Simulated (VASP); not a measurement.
# SiC (Moissanite 3C) (F-43m) in VASP: further runs

Runs on SiC (Moissanite 3C). Level: PBEsol. Tasks: relaxation of cell and atoms.

Everything below comes from runs of VASP 6.6.1. Logs are shortened: lines on timing, memory, paths and dates and some standing lists are left out, and cuts for length are marked.

## (1) Starting point

Symmetry: F-43m, No. 216, cubic system. Conventional cell: a = 4.358 Å, b = 4.358 Å, c = 4.358 Å, α = 90.00°, β = 90.00°, γ = 90.00°. Si (site symmetry -43m) has 4 C at 1.89 Å as nearest neighbours. C (site symmetry -43m) is surrounded by 4 Si at 1.89 Å.

## (2) Relaxation of cell and atoms, PBEsol

INCAR

```
ALGO     = Normal         # electronic algorithm
EDIFF    = 1E-6           # SCF threshold, eV
EDIFFG   = -0.01          # ionic threshold
ENCUT    = 600            # plane-wave cutoff, eV
GGA      = PS             # functional
IBRION   = 2              # ionic algorithm
ISIF     = 3              # what is computed and relaxed
ISMEAR   = 0              # smearing method
LASPH    = T              # aspherical terms in the spheres
LCHARG   = F              # write CHGCAR
LREAL    = F              # projectors in reciprocal space
LWAVE    = F              # write WAVECAR
NELM     = 80             # most SCF steps
NSW      = 90             # ionic steps
PREC     = Accurate       # precision mode
SIGMA    = 0.03           # smearing width, eV
```

KPOINTS

```
k-points
0
Gamma
  10 10 10
```

POSCAR

```
SiC
1.0
    0.0000000000      2.1790000000      2.1790000000
    2.1790000000      0.0000000000      2.1790000000
    2.1790000000      2.1790000000      0.0000000000
Si C
1 1
Direct
    0.0000000000      0.0000000000      0.0000000000
    0.2500000000      0.2500000000      0.2500000000
```

Potentials or basis: VASP PAW PBE potentials, release 64 (Si, C).

Started as:

```sh
> cat potpaw_PBE.64/Si/POTCAR potpaw_PBE.64/C/POTCAR > POTCAR
> mpirun -np 1 vasp_std > vasp.out
```

OUTCAR:

```text
EDIFF = 1E-6
   EDIFFG = -0.01
   ENCUT = 600
   GGA = PS
   IBRION = 2
   ISIF = 3
   ISMEAR = 0
   LASPH = T
   LREAL = F
   NELM = 80
   NSW = 90
   PREC = Accurate

 ion  position               nearest neighbor table
   1  0.000  0.000  0.000-   2 1.89   2 1.89   2 1.89   2 1.89
   2  0.250  0.250  0.250-   1 1.89   1 1.89   1 1.89   1 1.89

  LATTYP: Found a face centered cubic cell.
 ALAT       =     4.3580000000

  Lattice vectors:

 A1 = (   0.0000000000,   2.1790000000,   2.1790000000)
 A2 = (   2.1790000000,   0.0000000000,   2.1790000000)
 A3 = (   2.1790000000,   2.1790000000,   0.0000000000)

Analysis of symmetry for initial positions (statically):
=====================================================================
 Subroutine PRICEL returns:
 Original cell was already a primitive cell.

 Routine SETGRP: Setting up the symmetry group for a
 face centered cubic supercell.

 Subroutine GETGRP returns: Found 24 space group operations
 (whereof 24 operations were pure point group operations)
 out of a pool of 48 trial point group operations.

The static configuration has the point symmetry T_d .

Analysis of symmetry for dynamics (positions and initial velocities):
=====================================================================
 Subroutine PRICEL returns:
 Original cell was already a primitive cell.

 Routine SETGRP: Setting up the symmetry group for a
 face centered cubic supercell.

 Subroutine GETGRP returns: Found 24 space group operations
 (whereof 24 operations were pure point group operations)
 out of a pool of 48 trial point group operations.

The dynamic configuration has the point symmetry T_d .

 Subroutine INISYM returns: Found 24 space group operations
 (whereof 24 operations are pure point group operations),
 and found     1 'primitive' translations

----------------------------------------------------------------------------------------

                                     Primitive cell

  volume of cell :      20.6920

  direct lattice vectors                    reciprocal lattice vectors
     0.000000000  2.179000000  2.179000000    -0.229463056  0.229463056  0.229463056
     2.179000000  0.000000000  2.179000000     0.229463056 -0.229463056  0.229463056
     2.179000000  2.179000000  0.000000000     0.229463056  0.229463056 -0.229463056

  length of vectors
     3.081571352  3.081571352  3.081571352     0.397441672  0.397441672  0.397441672

  position of ions in fractional coordinates (direct lattice)
     0.000000000  0.000000000  0.000000000
     0.250000000  0.250000000  0.250000000

  ion indices of the primitive-cell ions
   primitive index   ion index
                 1           1
                 2           2

----------------------------------------------------------------------------------------

 KPOINTS: k-points

Automatic generation of k-mesh.
 Grid dimensions read from file:
 generate k-points for:   10   10   10

 Generating k-lattice:

  Cartesian coordinates                     Fractional coordinates (reciprocal lattice)
    -0.022946306  0.022946306  0.022946306     0.100000000  0.000000000  0.000000000
     0.022946306 -0.022946306  0.022946306     0.000000000  0.100000000  0.000000000
     0.022946306  0.022946306 -0.022946306     0.000000000  0.000000000  0.100000000

  Length of vectors
     0.039744167  0.039744167  0.039744167

  Shift w.r.t. Gamma in fractional coordinates (k-lattice)
     0.000000000  0.000000000  0.000000000

 Subroutine IBZKPT returns following result:
 ===========================================

 Found     47 irreducible k-points:

 Following reciprocal coordinates:
            Coordinates               Weight
  0.000000  0.000000  0.000000      1.000000
  0.100000  0.000000  0.000000      8.000000
  0.200000  0.000000  0.000000      8.000000
  0.300000  0.000000  0.000000      8.000000
  0.400000  0.000000  0.000000      8.000000
  0.500000  0.000000  0.000000      4.000000
[... 16 lines left out ...]
  0.300000  0.300000  0.000000      6.000000
  0.400000  0.300000  0.000000     24.000000
 [... further k-points ...]
   k-points           NKPTS =     47   k-points in BZ     NKDIM =     47   number of bands    NBANDS=      8
   number of dos      NEDOS =    301   number of ions     NIONS =      2
   total plane-waves  NPLWV =  21952
   dimension x,y,z NGX =    28 NGY =   28 NGZ =   28
   dimension x,y,z NGXF=    56 NGYF=   56 NGZF=   56
   ions per type =               1   1
   NGX,Y,Z   is equivalent  to a cutoff of  15.11, 15.11, 15.11 a.u.
   NGXF,Y,Z  is equivalent  to a cutoff of  30.21, 30.21, 30.21 a.u.
 SYSTEM =  unknown system
   PREC   = accura    normal or accurate (medium, high low for compatibility)
   ISTART =      0    job   : 0-new  1-cont  2-samecut
   ICHARG =      2    charge: 1-file 2-atom 10-const
   ISPIN  =      1    spin polarized calculation?
   LNONCOLLINEAR =      F non collinear calculations
   LSORBIT =      F    spin-orbit coupling
   LASPH  =      T    aspherical Exc in radial PAW
   ENCUT  =  600.0 eV  44.10 Ry    6.64 a.u.   6.15  6.15  6.15*2*pi/ulx,y,z
   NELM   =     80;   NELMIN=  2; NELMDL= -5     # of ELM steps
   EDIFF  = 0.1E-05   stopping-criterion for ELM
   LREAL  =      F    real-space projection
   EDIFFG = -.1E-01   stopping-criterion for IOM
   NSW    =     90    number of steps for IOM
   IBRION =      2    ionic relax: 0-MD 1-quasi-New 2-CG
   NFREE  =      1    steps in history (QN), initial steepest desc. (CG)
   ISIF   =      3    stress and relaxation
   ISYM   =      2    0-nonsym 1-usesym 2-fastsym
   POTIM  = 0.5000    time-step for ionic-motion
   TEBEG  =    0.0;   TEEND  =   0.0 temperature during run
   PSTRESS=    0.0 pullay stress
   NELECT =       8.0000    total number of electrons
   NUPDOWN=      -1.0000    fix difference up-down
   EMIN   =  10.00;   EMAX   =-10.00  energy-range for DOS
   EFERMI =   0.00;   METHOD = LEGACY
   ISMEAR =     0;   SIGMA  =   0.03  broadening in eV -4-tet -1-fermi 0-gaus
   EFERMI_NEDOS =   21; number of points for ismear=-14 and -15
   IALGO  =     38    algorithm
   IMIX   =      4    mixing-type and parameters
     AMIX     =   0.40;   BMIX     =  1.00
     AMIX_MAG =   1.60;   BMIX_MAG =  1.00
  volume/ion in A,a.u.               =      10.35        69.82
  Fermi-wavevector in a.u.,A,eV,Ry     =   1.192626  2.253736 19.352338  1.422357
  Thomas-Fermi vector in A             =   2.328660
   LORBIT       =      0    0 simple, 1 ext, 2 COOP (PROOUT), +10 PAW based schemes
   GGA     = PS    functional components
   LHFCALC =     F    Hartree Fock is set to
   AEXX    =    0.0000 exact exchange contribution
   IVDW    =     0    specifies the selected vdW correction
   LEPSILON=     F    determine dielectric tensor
   LRPA    =     F    only Hartree local field effects (RPA)
 conjugate gradient relaxation of ions
 non-spin polarized calculation
 Gauss-broadening in eV      SIGMA  =   0.03
  energy-cutoff  :      600.00
  volume of cell :       20.69
 maximum number of plane-waves:       701
 NGX is ok and might be reduce to    28
   NGX = 13   NGY = 13   NGZ = 13

 number of electron       8.0000000 magnetization

 Free energy of the ion-electron system (eV)
  ---------------------------------------------------
  ext. energy  EPLUGINS =         0.00000000
  ---------------------------------------------------
  free energy    TOTEN  =       -15.91610820 eV

  energy without entropy =      -15.91610820  energy(sigma->0) =      -15.91610820

 E-fermi :   8.1959     XC(G=0): -11.5049

 val. band max:        8.0558600555   @ k =   0.0000   0.0000   0.0000
 cond. band min:       9.2901437799   @ k =   0.5000   0.5000   0.0000
 fundamental gap:      1.2342837245
 Fermi energy:         8.1958529689

 k-point     1 :       0.0000    0.0000    0.0000
  band No.  band energies     occupation
      1      -7.3681      2.00000
      2       8.0559      2.00000
      3       8.0559      2.00000
      4       8.0559      2.00000
      5      14.2427      0.00000
      6      15.2991      0.00000
      7      15.2991      0.00000
      8      15.2991      0.00000

 k-point     2 :       0.1000    0.0000    0.0000
  band No.  band energies     occupation
      1      -7.1720      2.00000
      2       7.0408      2.00000
      3       7.9210      2.00000
      4       7.9210      2.00000
      5      14.4944      0.00000
      6      15.5433      0.00000
      7      15.5433      0.00000
      8      15.5793      0.00000

 k-point     3 :       0.2000    0.0000    0.0000
  band No.  band energies     occupation
      1      -6.5918      2.00000
      2       4.9104      2.00000
      3       7.6124      2.00000
      4       7.6124      2.00000
      5      14.1963      0.00000
      6      15.9003      0.00000
      7      15.9003      0.00000
      8      16.7741      0.00000

 k-point     4 :       0.3000    0.0000    0.0000
  band No.  band energies     occupation
      1      -5.6623      2.00000
      2       2.5863      2.00000
      3       7.2953      2.00000
      4       7.2953      2.00000
      5      13.7879      0.00000
      6      15.7521      0.00000
      7      15.7521      0.00000
      8      17.7177      0.00000

 k-point     5 :       0.4000    0.0000    0.0000
  band No.  band energies     occupation
      1      -4.5074      2.00000
      2       0.5168      2.00000
      3       7.0762      2.00000
      4       7.0762      2.00000
      5      13.5199      0.00000
      6      15.3666      0.00000
      7      15.3666      0.00000
      8      17.9759      0.00000
[... 177 lines left out ...]
 k-point    22 :      -0.2000    0.2000    0.0000
  band No.  band energies     occupation
      1      -5.3507      2.00000
      2       3.2405      2.00000
      3       4.8032      2.00000
      4       7.4064      2.00000
      5      14.5344      0.00000
      6      15.9869      0.00000
      7      16.3631      0.00000
      8      17.1387      0.00000

 k-point    23 :       0.3000    0.3000    0.0000
  band No.  band energies     occupation
      1      -5.0843      2.00000
      2       3.6988      2.00000
      3       5.6732      2.00000
      4       5.6732      2.00000
      5      11.1127      0.00000
      6      13.5524      0.00000
      7      19.5263      0.00000
      8      19.5263      0.00000

 k-point    24 :       0.4000    0.3000    0.0000
  band No.  band energies     occupation
      1      -4.2085      2.00000
      2       2.4698      2.00000
      3       4.8720      2.00000
      4       5.4097      2.00000
      5      10.8127      0.00000
      6      13.5681      0.00000
      7      19.6090      0.00000
      8      19.9187      0.00000

 [... further k-points ...]

------------------------ aborting loop because EDIFF is reached ----------------------------------------

  FORCE on cell =-STRESS in cart. coord.  units (eV):
  Direction    XX          YY          ZZ          XY          YZ          ZX
  --------------------------------------------------------------------------------------
  -------------------------------------------------------------------------------------
  Total        0.0058220      0.0058220      0.0058220     -0.0000000     -0.0000000      0.0000000
  in kB        0.4507972      0.4507972      0.4507972     -0.0000000     -0.0000000      0.0000000
  external PRESSURE =       0.4507972 kB  Pullay stress =       0.0000000 kB

 VOLUME and BASIS-vectors are now :
 -----------------------------------------------------------------------------
  energy-cutoff  :      600.00
  volume of cell :       20.69
      direct lattice vectors                 reciprocal lattice vectors
     0.000000000  2.179000000  2.179000000    -0.229463056  0.229463056  0.229463056
     2.179000000  0.000000000  2.179000000     0.229463056 -0.229463056  0.229463056
     2.179000000  2.179000000  0.000000000     0.229463056  0.229463056 -0.229463056

 POSITION                                       TOTAL-FORCE (eV/Angst)
 -----------------------------------------------------------------------------------
      0.00000      0.00000      0.00000        -0.000000     -0.000000     -0.000000
      1.08950      1.08950      1.08950         0.000000      0.000000      0.000000
 -----------------------------------------------------------------------------------
    total drift:                               -0.000000     -0.000000     -0.000000

  FREE ENERGIE OF THE ION-ELECTRON SYSTEM (eV)
  ---------------------------------------------------
  free  energy   TOTEN  =       -15.9161082006 eV

  energy  without entropy=      -15.9161082006  energy(sigma->0) =      -15.91610820

 reached required accuracy - stopping structural energy minimisation
```

Wall time 5.5 s (1 thread of Intel Xeon 6975P-C (Granite Rapids), shared host); peak memory 0.15 GiB.

What came out:

```
Free energy             : -15.9161 eV
Pressure after relaxing : 0.0 GPa
Band gap on the k mesh  : 1.23 eV, indirect (least direct gap 4.44 eV)
```

Final structure:
```cif
data_structure
_symmetry_space_group_name_H-M 'P 1'
_symmetry_Int_Tables_number 1
_cell_length_a 3.0816
_cell_length_b 3.0816
_cell_length_c 3.0816
_cell_angle_alpha 60.000
_cell_angle_beta 60.000
_cell_angle_gamma 60.000
_cell_volume 20.69
loop_
_atom_site_label
_atom_site_type_symbol
_atom_site_fract_x
_atom_site_fract_y
_atom_site_fract_z
_atom_site_occupancy
Si1 Si 0.00000 0.00000 0.00000 1
C1 C 0.25000 0.25000 0.25000 1
```

Levels at points of the mesh, in eV from the valence-band top:
```
           k point  band 1  band 2  band 3  band 4  band 5  band 6  band 7  band 8
(0.00, 0.00, 0.00)  -15.42    0.00    0.00    0.00    6.19    7.24    7.24    7.24
(0.50, 0.00, 0.00)  -11.82   -8.60   -1.06   -1.06    5.37    7.14    7.14    9.92
(0.50, 0.50, 0.00)  -10.36   -7.83   -3.21   -3.21    1.23    4.20   13.95   13.95
```

Caveat: the relaxation stopped at its first step, so nothing moved; the PAW data sets were made with another functional, which shifts forces and pressure a little. A k mesh can miss the band edges.

## (3) Relaxation of cell and atoms, PBEsol

Edit INCAR of step 2 so:

```diff
@@ -1,4 +1,4 @@
 ALGO     = Normal         # electronic algorithm
-EDIFF    = 1E-6           # SCF threshold, eV
-EDIFFG   = -0.01          # ionic threshold
+EDIFF    = 1E-7           # SCF threshold, eV
+EDIFFG   = -0.005         # ionic threshold
 ENCUT    = 600            # plane-wave cutoff, eV
```

KPOINTS is that of step 2.

POSCAR

```
SiC                                     
1.0
    0.0000000000      2.1790000000      2.1790000000
    2.1790000000      0.0000000000      2.1790000000
    2.1790000000      2.1790000000      0.0000000000
  Si              C             
     1     1
Direct
     0.0000000000000000    0.0000000000000000    0.0000000000000000
     0.2500000000000000    0.2500000000000000    0.2500000000000000
```

Potentials or basis: VASP PAW PBE potentials, release 64 (Si, C).

Started as:

```sh
> cat potpaw_PBE.64/Si/POTCAR potpaw_PBE.64/C/POTCAR > POTCAR
> mpirun -np 1 vasp_std > vasp.out
```

OUTCAR:

```text
EDIFF = 1E-7
   EDIFFG = -0.005
   ENCUT = 600
   GGA = PS
   IBRION = 2
   ISIF = 3
   ISMEAR = 0
   LASPH = T
   LREAL = F
   NELM = 80
   NSW = 90
   PREC = Accurate

 ion  position               nearest neighbor table
   1  0.000  0.000  0.000-   2 1.89   2 1.89   2 1.89   2 1.89
   2  0.250  0.250  0.250-   1 1.89   1 1.89   1 1.89   1 1.89

  LATTYP: Found a face centered cubic cell.
 ALAT       =     4.3580000000

  Lattice vectors:

[... 455 lines left out ...]

  FORCE on cell =-STRESS in cart. coord.  units (eV):
  Direction    XX          YY          ZZ          XY          YZ          ZX
  --------------------------------------------------------------------------------------
  -------------------------------------------------------------------------------------
  Total        0.0051827      0.0051827      0.0051827      0.0000000     -0.0000000      0.0000000
  in kB        0.4012955      0.4012955      0.4012955      0.0000000     -0.0000000      0.0000000
  external PRESSURE =       0.4012955 kB  Pullay stress =       0.0000000 kB

 VOLUME and BASIS-vectors are now :
 -----------------------------------------------------------------------------
  energy-cutoff  :      600.00
  volume of cell :       20.69
      direct lattice vectors                 reciprocal lattice vectors
     0.000000000  2.179000000  2.179000000    -0.229463056  0.229463056  0.229463056
     2.179000000  0.000000000  2.179000000     0.229463056 -0.229463056  0.229463056
     2.179000000  2.179000000  0.000000000     0.229463056  0.229463056 -0.229463056

 POSITION                                       TOTAL-FORCE (eV/Angst)
 -----------------------------------------------------------------------------------
      0.00000      0.00000      0.00000         0.000000      0.000000      0.000000
      1.08950      1.08950      1.08950        -0.000000     -0.000000     -0.000000
 -----------------------------------------------------------------------------------
    total drift:                               -0.000000     -0.000000     -0.000000

  FREE ENERGIE OF THE ION-ELECTRON SYSTEM (eV)
  ---------------------------------------------------
  free  energy   TOTEN  =       -15.9161082404 eV

  energy  without entropy=      -15.9161082404  energy(sigma->0) =      -15.91610824

 reached required accuracy - stopping structural energy minimisation
```

OSZICAR:

```text
N       E                     dE             d eps       ncg     rms          rms(c)
DAV:   1     0.665876883158E+01    0.66588E+01   -0.43995E+03   768   0.950E+02
DAV:   2    -0.172865907760E+02   -0.23945E+02   -0.22589E+02  1064   0.115E+02
DAV:   3    -0.177115519349E+02   -0.42496E+00   -0.42496E+00   888   0.192E+01
DAV:   4    -0.177128868560E+02   -0.13349E-02   -0.13349E-02  1160   0.116E+00
DAV:   5    -0.177128871688E+02   -0.31279E-06   -0.31279E-06   880   0.174E-02    0.873E+00
DAV:   6    -0.159997549940E+02    0.17131E+01   -0.70912E+00   808   0.150E+01    0.389E+00
DAV:   7    -0.159304719798E+02    0.69283E-01   -0.33522E-01  1136   0.405E+00    0.175E+00
DAV:   8    -0.159160924903E+02    0.14379E-01   -0.19422E-02   824   0.120E+00    0.155E-01
DAV:   9    -0.159160681677E+02    0.24323E-04   -0.77042E-04  1160   0.220E-01    0.102E-01
DAV:  10    -0.159161080555E+02   -0.39888E-04   -0.84919E-05  1000   0.728E-02    0.214E-02
DAV:  11    -0.159161080365E+02    0.19011E-07   -0.12705E-05  1008   0.223E-02    0.411E-03
DAV:  12    -0.159161082022E+02   -0.16578E-06   -0.52930E-07   848   0.571E-03    0.756E-04
DAV:  13    -0.159161082404E+02   -0.38215E-07   -0.34074E-08   536   0.159E-03
   1 F= -.15916108E+02 E0= -.15916108E+02  d E =-.159161E+02
```

CONTCAR:

```text
SiC
   1.00000000000000
     0.0000000000000000    2.1789999999999998    2.1789999999999998
     2.1789999999999998    0.0000000000000000    2.1789999999999998
     2.1789999999999998    2.1789999999999998    0.0000000000000000
  Si              C
     1     1
Direct
     0.0000000000000000    0.0000000000000000    0.0000000000000000
     0.2500000000000000    0.2500000000000000    0.2500000000000000

  0.00000000E+00  0.00000000E+00  0.00000000E+00
  0.00000000E+00  0.00000000E+00  0.00000000E+00
```

It took 5.8 s on 1 thread of Intel Xeon 6975P-C (Granite Rapids), shared host; peak memory 0.15 GiB.

Results:

```
Free energy             : -15.9161 eV
Pressure after relaxing : 0.0 GPa
Band gap on the k mesh  : 1.23 eV, indirect (least direct gap 4.44 eV)
```

Final structure:
```cif
data_structure
_symmetry_space_group_name_H-M 'P 1'
_symmetry_Int_Tables_number 1
_cell_length_a 3.0816
_cell_length_b 3.0816
_cell_length_c 3.0816
_cell_angle_alpha 60.000
_cell_angle_beta 60.000
_cell_angle_gamma 60.000
_cell_volume 20.69
loop_
_atom_site_label
_atom_site_type_symbol
_atom_site_fract_x
_atom_site_fract_y
_atom_site_fract_z
_atom_site_occupancy
Si1 Si 0.00000 0.00000 0.00000 1
C1 C 0.25000 0.25000 0.25000 1
```

Caveat: the relaxation stopped at its first step, so nothing moved; the PAW data sets were made with another functional, which shifts forces and pressure a little.
